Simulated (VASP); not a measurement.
Wanted: the native input for a VASP 6.6.1 run.

* Task: relaxation of cell and atoms
* Functional: PBEsol
* Potentials or basis: VASP PAW PBE potentials, release 64 (Mg, H)
* Cutoff: 600 eV
* k mesh: 6 × 6 × 10
* Occupations: gaussian, width 0.03 eV
* Spin: no spin polarisation
* Further INCAR settings: ALGO = Normal; EDIFF = 1e-07; IBRION = 2; EDIFFG = -0.005; NSW = 90; ISIF = 3

The structure of MgH2 lies in POSCAR:

```
MgH2                                    
1.0
    4.4732210778      0.0000000000      0.0000000000
   -0.0000000000      4.4732210778      0.0000000000
    0.0000000000      0.0000000000      3.0045388692
  Mg              H             
     2     4
Direct
     0.0000000000000000    0.0000000000000000    0.0000000000000000
     0.5000000000000000    0.5000000000000000    0.5000000000000000
     0.3044202687659846    0.3044202687659846    0.0000000000000000
     0.1955797312340154    0.8044202687659846    0.5000000000000000
     0.6955797312340154    0.6955797312340154    0.0000000000000000
     0.8044202687659846    0.1955797312340154    0.5000000000000000
```

The input as run:

INCAR

```
SYSTEM = MgH2
PREC     = Accurate       ! precision mode
ENCUT    = 600            ! plane-wave cutoff, eV
EDIFF    = 1E-7           ! SCF threshold, eV
ISMEAR   = 0              ! smearing method
SIGMA    = 0.03           ! smearing width, eV
LREAL    = .False.        ! projectors in reciprocal space
LASPH    = .True.         ! aspherical terms in the spheres
NELM     = 80             ! most SCF steps
ALGO     = Normal         ! electronic algorithm
ISIF     = 3              ! what is computed and relaxed
LWAVE    = .False.        ! write WAVECAR
LCHARG   = .False.        ! write CHGCAR
GGA      = PS             ! functional
IBRION   = 2              ! ionic algorithm
NSW      = 90             ! ionic steps
EDIFFG   = -0.005         ! ionic threshold
KPAR     = 2
```

KPOINTS

```
Automatic mesh
0
Gamma
  6 6 10
  0 0 0
```

Potentials or basis: VASP PAW PBE potentials, release 64 (Mg, H).

The run is started by

```bash
$ cat potpaw_PBE.64/Mg/POTCAR potpaw_PBE.64/H/POTCAR > POTCAR
$ mpirun -np 2 vasp_std > vasp.out
```

It gave:

```
Pressure after relaxing : 0.0 GPa
Band gap on the k mesh  : 3.58 eV, indirect (least direct gap 4.41 eV)
```

Caveat: the relaxation stopped at its first step, so nothing moved; the PAW data sets were made with another functional, which shifts forces and pressure a little.

Run time: 7.7 s on 2 MPI ranks on Intel(R) Xeon(R) 6975P-C (Granite Rapids), on a shared host, peak memory 0.18 GiB a rank.
